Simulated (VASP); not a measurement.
# MnO (P6_3mc) in VASP: a series of runs

Aim: see how the results for MnO move with the level of theory and the settings. Levels: PBE, PBE+D4. Tasks: single point.

All numbers are computed with VASP 6.6.1; they aren't measurements. Logs are shortened: lines on timing, memory, paths and dates and some standing lists are left out, and cuts for length are marked.

## (1) The structure

Symmetry: P6_3mc, No. 186, hexagonal system. Conventional cell: a = 3.372 Å, b = 3.372 Å, c = 5.386 Å, α = 90.00°, β = 90.00°, γ = 120.00°. Around Mn (site symmetry 3m) lie 4 O at 1.96 to 2.08 Å. O (site symmetry 3m) has 4 Mn at 1.96 to 2.08 Å as nearest neighbours.

Measurements of this composition are mostly on another form, of space group No. 225.

## (2) Single point, PBE, collinear spin, typed start

File INCAR:

```
SYSTEM = MnO
PREC     = Accurate       ! precision mode
ENCUT    = 520            ! plane-wave cutoff, eV
EDIFF    = 1E-6           ! SCF threshold, eV
ISMEAR   = 0              ! smearing method
SIGMA    = 0.1            ! smearing width, eV
LREAL    = .False.        ! projectors in reciprocal space
LASPH    = .True.         ! aspherical terms in the spheres
NELM     = 150            ! most SCF steps
ALGO     = Fast           ! electronic algorithm
ISIF     = 2              ! what is computed and relaxed
LWAVE    = .False.        ! write WAVECAR
LCHARG   = .True.         ! write CHGCAR
ISPIN    = 2              ! spin polarisation
MAGMOM   = 4 4 0 0        ! initial moments
LORBIT   = 11             ! projections on sites
LMAXMIX  = 4              ! l up to which the mixer works
GGA      = PE             ! functional
LELF     = .True.         ! ELF
LVHAR    = .True.       
NBANDS   = 31             ! bands
```

File KPOINTS:

```
regular mesh
0
Gamma
  6 6 4
  0 0 0
```

File POSCAR:

```
MnO
1.0
    3.3717009293      0.0000000000      0.0000000000
   -1.6858504646      2.9199786587      0.0000000000
    0.0000000000      0.0000000000      5.3855000000
Mn O
2 2
Direct
    0.3333333333      0.6666666667      0.0109600000
    0.6666666667      0.3333333333      0.5109600000
    0.3333333333      0.6666666667      0.3754700000
    0.6666666667      0.3333333333      0.8754700000
```

Potentials or basis: VASP PAW PBE potentials, release 64 (Mn_pv, O).

The run is started by

```bash
cat potpaw_PBE.64/Mn_pv/POTCAR potpaw_PBE.64/O/POTCAR > POTCAR
mpirun -np 1 vasp_std > vasp.out
```

OUTCAR:

```text
SYSTEM = MnO
   PREC = Accurate
   ENCUT = 520
   EDIFF = 1E-6
   ISMEAR = 0
   LREAL = .False.
   LASPH = .True.
   NELM = 150
   ISIF = 2
   ISPIN = 2
   LORBIT = 11
   GGA = PE

 ion  position               nearest neighbor table
   1  0.333  0.667  0.011-   3 1.96   4 2.08   4 2.08   4 2.08
   2  0.667  0.333  0.511-   4 1.96   3 2.08   3 2.08   3 2.08
   3  0.333  0.667  0.375-   1 1.96   2 2.08   2 2.08   2 2.08
   4  0.667  0.333  0.875-   2 1.96   1 2.08   1 2.08   1 2.08

  LATTYP: Found a hexagonal cell.
 ALAT       =     3.3717009293
 C/A-ratio  =     1.5972650342

  Lattice vectors:

 A1 = (   3.3717009293,   0.0000000000,   0.0000000000)
 A2 = (  -1.6858504646,   2.9199786587,   0.0000000000)
 A3 = (   0.0000000000,   0.0000000000,   5.3855000000)

Analysis of symmetry for initial positions (statically):
=====================================================================
 Subroutine PRICEL returns:
 Original cell was already a primitive cell.

 Routine SETGRP: Setting up the symmetry group for a
 hexagonal supercell.

 Subroutine GETGRP returns: Found 12 space group operations
 (whereof  6 operations were pure point group operations)
 out of a pool of 24 trial point group operations.

The static configuration has the point symmetry C_3v.
 The point group associated with its full space group is C_6v.

Analysis of symmetry for dynamics (positions and initial velocities):
=====================================================================
 Subroutine PRICEL returns:
 Original cell was already a primitive cell.

 Routine SETGRP: Setting up the symmetry group for a
 hexagonal supercell.

 Subroutine GETGRP returns: Found 12 space group operations
 (whereof  6 operations were pure point group operations)
 out of a pool of 24 trial point group operations.

The dynamic configuration has the point symmetry C_3v.
 The point group associated with its full space group is C_6v.

Analysis of structural, dynamic, and magnetic symmetry:
=====================================================================
 Subroutine PRICEL returns:
 Original cell was already a primitive cell.

 Routine SETGRP: Setting up the symmetry group for a
 hexagonal supercell.

 Subroutine GETGRP returns: Found 12 space group operations
 (whereof  6 operations were pure point group operations)
 out of a pool of 24 trial point group operations.

The overall configuration has the point symmetry C_3v.
 The point group associated with its full space group is C_6v.

 Subroutine INISYM returns: Found 12 space group operations
 (whereof  6 operations are pure point group operations),
 and found     1 'primitive' translations

----------------------------------------------------------------------------------------

                                     Primitive cell

  volume of cell :      53.0218

  direct lattice vectors                    reciprocal lattice vectors
     3.371700929  0.000000000  0.000000000     0.296586210  0.171234128  0.000000000
    -1.685850465  2.919978659  0.000000000     0.000000000  0.342468256  0.000000000
     0.000000000  0.000000000  5.385500000     0.000000000  0.000000000  0.185683781

  length of vectors
     3.371700929  3.371700929  5.385500000     0.342468256  0.342468256  0.185683781

  position of ions in fractional coordinates (direct lattice)
     0.333333333  0.666666667  0.010960000
     0.666666667  0.333333333  0.510960000
     0.333333333  0.666666667  0.375470000
     0.666666667  0.333333333  0.875470000

  ion indices of the primitive-cell ions
   primitive index   ion index
                 1           1
                 2           2
                 3           3
                 4           4

----------------------------------------------------------------------------------------

 KPOINTS: regular mesh

Automatic generation of k-mesh.
 Grid dimensions read from file:
 generate k-points for:    6    6    4

 Generating k-lattice:

  Cartesian coordinates                     Fractional coordinates (reciprocal lattice)
     0.049431035  0.028539021  0.000000000     0.166666667 -0.000000000  0.000000000
     0.000000000  0.057078043  0.000000000     0.000000000  0.166666667  0.000000000
     0.000000000  0.000000000  0.046420945     0.000000000  0.000000000  0.250000000

  Length of vectors
     0.057078043  0.057078043  0.046420945

  Shift w.r.t. Gamma in fractional coordinates (k-lattice)
     0.000000000  0.000000000  0.000000000

 Subroutine IBZKPT returns following result:
 ===========================================

 Found     21 irreducible k-points:

 Following reciprocal coordinates:
            Coordinates               Weight
  0.000000  0.000000  0.000000      1.000000
  0.166667 -0.000000  0.000000      6.000000
  0.333333  0.000000  0.000000      6.000000
  0.500000  0.000000  0.000000      3.000000
  0.166667  0.166667  0.000000      6.000000
  0.333333  0.166667  0.000000     12.000000
[... 13 lines left out ...]
  0.333333  0.166667  0.500000     12.000000
  0.333333  0.333333  0.500000      2.000000
   k-points           NKPTS =     21   k-points in BZ     NKDIM =     21   number of bands    NBANDS=     31
   number of dos      NEDOS =    301   number of ions     NIONS =      4
   total plane-waves  NPLWV =  31360
   dimension x,y,z NGX =    28 NGY =   28 NGZ =   40
   dimension x,y,z NGXF=    56 NGYF=   56 NGZF=   80
   ions per type =               2   2
   NGX,Y,Z   is equivalent  to a cutoff of  13.81, 13.81, 12.35 a.u.
   NGXF,Y,Z  is equivalent  to a cutoff of  27.61, 27.61, 24.70 a.u.
 SYSTEM =  MnO
   PREC   = accura    normal or accurate (medium, high low for compatibility)
   ISTART =      0    job   : 0-new  1-cont  2-samecut
   ICHARG =      2    charge: 1-file 2-atom 10-const
   ISPIN  =      2    spin polarized calculation?
   LNONCOLLINEAR =      F non collinear calculations
   LSORBIT =      F    spin-orbit coupling
   LASPH  =      T    aspherical Exc in radial PAW
   ENCUT  =  520.0 eV  38.22 Ry    6.18 a.u.   6.27  6.27 10.01*2*pi/ulx,y,z
   NELM   =    150;   NELMIN=  2; NELMDL= -5     # of ELM steps
   EDIFF  = 0.1E-05   stopping-criterion for ELM
   LREAL  =      F    real-space projection
   EDIFFG = 0.1E-04   stopping-criterion for IOM
   NSW    =      0    number of steps for IOM
   IBRION =     -1    ionic relax: 0-MD 1-quasi-New 2-CG
   NFREE  =      0    steps in history (QN), initial steepest desc. (CG)
   ISIF   =      2    stress and relaxation
   ISYM   =      2    0-nonsym 1-usesym 2-fastsym
   POTIM  = 0.5000    time-step for ionic-motion
   TEBEG  =    0.0;   TEEND  =   0.0 temperature during run
   PSTRESS=    0.0 pullay stress
   NELECT =      38.0000    total number of electrons
   NUPDOWN=      -1.0000    fix difference up-down
   EMIN   =  10.00;   EMAX   =-10.00  energy-range for DOS
   EFERMI =   0.00;   METHOD = LEGACY
   ISMEAR =     0;   SIGMA  =   0.10  broadening in eV -4-tet -1-fermi 0-gaus
   EFERMI_NEDOS =   21; number of points for ismear=-14 and -15
   IALGO  =     68    algorithm
   IMIX   =      4    mixing-type and parameters
     AMIX     =   0.40;   BMIX     =  1.00
     AMIX_MAG =   1.60;   BMIX_MAG =  1.00
  volume/ion in A,a.u.               =      13.26        89.45
  Fermi-wavevector in a.u.,A,eV,Ry     =   1.465045  2.768535 29.202978  2.146358
  Thomas-Fermi vector in A             =   2.580949
   LORBIT       =     11    0 simple, 1 ext, 2 COOP (PROOUT), +10 PAW based schemes
   GGA     = PE    functional components
   LHFCALC =     F    Hartree Fock is set to
   AEXX    =    0.0000 exact exchange contribution
   IVDW    =     0    specifies the selected vdW correction
   LEPSILON=     F    determine dielectric tensor
   LRPA    =     F    only Hartree local field effects (RPA)
 spin polarized calculation
 RMM-DIIS sequential band-by-band and
 Gauss-broadening in eV      SIGMA  =   0.10
  energy-cutoff  :      520.00
  volume of cell :       53.02
 maximum number of plane-waves:      1448
 NGX is ok and might be reduce to    28
   NGX = 13   NGY = 13   NGZ = 21

 number of electron      38.0000000 magnetization      10.1917356

 number of electron      38.0000000 magnetization       9.9863878

 Free energy of the ion-electron system (eV)
  ---------------------------------------------------
  ext. energy  EPLUGINS =         0.00000000
  ---------------------------------------------------
  free energy    TOTEN  =       -32.77534164 eV

  energy without entropy =      -32.77367296  energy(sigma->0) =      -32.77450730

 E-fermi :   5.8885     XC(G=0): -10.5853

 val. band max:        5.8813856655   @ k =   0.0000   0.0000   0.0000
 cond. band min:       5.9523461542   @ k =   0.0000   0.0000   0.0000
 fundamental gap:      0.0709604887
 Fermi energy:         5.8885325980

 spin component 1

 k-point     1 :       0.0000    0.0000    0.0000
  band No.  band energies     occupation
      1     -44.7247      1.00000
      2     -44.7247      1.00000
      3     -44.7211      1.00000
      4     -44.7189      1.00000
      5     -44.7189      1.00000
      6     -44.6841      1.00000
[... 703 lines left out ...]
     30      13.2748      0.00000
     31      18.6772      0.00000
 Fermi energy:         5.8885325980

 spin component 2

 k-point     1 :       0.0000    0.0000    0.0000
  band No.  band energies     occupation
      1     -40.0159      1.00000
      2     -39.9920      1.00000
      3     -39.9920      1.00000
      4     -39.9843      1.00000
      5     -39.9843      1.00000
      6     -39.9656      1.00000
[... 703 lines left out ...]
     30      15.1360      0.00000
     31      19.7319      0.00000

------------------------ aborting loop because EDIFF is reached ----------------------------------------

  FORCE on cell =-STRESS in cart. coord.  units (eV):
  Direction    XX          YY          ZZ          XY          YZ          ZX
  --------------------------------------------------------------------------------------
  -------------------------------------------------------------------------------------
  Total        1.2346176      1.2346176      3.9749203      0.0000000      0.0000000      0.0000000
  in kB       37.3068241     37.3068241    120.1114081      0.0000000      0.0000000      0.0000000
  external PRESSURE =      64.9083521 kB  Pullay stress =       0.0000000 kB

 VOLUME and BASIS-vectors are now :
 -----------------------------------------------------------------------------
  energy-cutoff  :      520.00
  volume of cell :       53.02
      direct lattice vectors                 reciprocal lattice vectors
     3.371700929  0.000000000  0.000000000     0.296586210  0.171234128  0.000000000
    -1.685850465  2.919978659  0.000000000     0.000000000  0.342468256  0.000000000
     0.000000000  0.000000000  5.385500000     0.000000000  0.000000000  0.185683781

 POSITION                                       TOTAL-FORCE (eV/Angst)
 -----------------------------------------------------------------------------------
     -0.00000      1.94665      0.05903        -0.000000      0.000000     -0.652709
      1.68585      0.97333      2.75178         0.000000     -0.000000     -0.652709
     -0.00000      1.94665      2.02209        -0.000000     -0.000000      0.652709
      1.68585      0.97333      4.71484         0.000000      0.000000      0.652709
 -----------------------------------------------------------------------------------
    total drift:                               -0.000000     -0.000000      0.000758

  FREE ENERGIE OF THE ION-ELECTRON SYSTEM (eV)
  ---------------------------------------------------
  free  energy   TOTEN  =       -32.7753416410 eV

  energy  without entropy=      -32.7736729560  energy(sigma->0) =      -32.77450730

 total charge

# of ion       s       p       d       tot
------------------------------------------
    1        0.242   6.230   4.956  11.428
    2        0.242   6.230   4.956  11.428
    3        1.556   3.462   0.000   5.018
    4        1.556   3.462   0.000   5.018
--------------------------------------------------
tot          3.595  19.385   9.911  32.891

 magnetization (x)

# of ion       s       p       d       tot
------------------------------------------
    1        0.037   0.063   4.312   4.412
    2        0.037   0.063   4.312   4.412
    3        0.020   0.185   0.000   0.204
    4        0.020   0.185   0.000   0.204
--------------------------------------------------
tot          0.114   0.495   8.624   9.232
```

Run time: 65 s. Hardware: 1 thread of Intel Xeon Platinum 8488C (Sapphire Rapids), shared host; peak memory 0.22 GiB.

Results:

| Quantity | Value |
| --- | --- |
| Free energy | -32.7753 eV |
| Pressure | 6.5 GPa |
| Largest force | 0.653 eV/Å |
| Band gap on the k mesh | none (metal or under the smearing width) |
| Net moment | 9.99 μB per cell |
| Site moments | Mn +4.41; O +0.20 μB |
| Valence electrons inside the program's atomic spheres | Mn 11.43; O 5.02 |

Forces on the atoms (eV/Å):
```
Mn   0.000  0.000 -0.653
Mn   0.000  0.000 -0.653
O    0.000  0.000  0.653
O    0.000  0.000  0.653
```

Stress tensor (GPa, compression positive):
```
 3.73  0.00  0.00
 0.00  3.73  0.00
 0.00  0.00 12.01
```

Caveat: semilocal functionals often make such compounds metallic where correlation or magnetic order opens a gap, which also shifts bond lengths. With open d or f shells a metallic result of PBE can be an artefact of self-interaction; +U or a hybrid may open a gap.

(Continued in part 2 of 2.)
